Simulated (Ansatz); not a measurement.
Results of PBEsol (Ansatz, a first-principles code, PAW) for rutile RuO2.

A relaxed, unreconstructed slab of the (110) face has 24 atoms, two equal faces of 19.526 Å² each and an energy of -55488.1088 eV. A bulk cell of 12 atoms with the same orientation and in-plane k mesh has -27745.6575 eV. Energies are extrapolated to zero smearing.

Numerical settings: plane-wave cutoff 500 eV, 14×8×1 k mesh (along the axes of the cell as run), Fermi–Dirac smearing 0.05 eV, scalar-relativistic PAW data made under PBE.

Worked out: γ = (E_slab − N E_bulk per atom)/2A = [-55488.1088 − 24 × (-27745.6575/12)]/(2 × 19.526) = 0.0821 eV/Å². With 16.022 J/m² per eV/Å² this is 1.32 J/m², or 1.60 eV per surface cell and face.
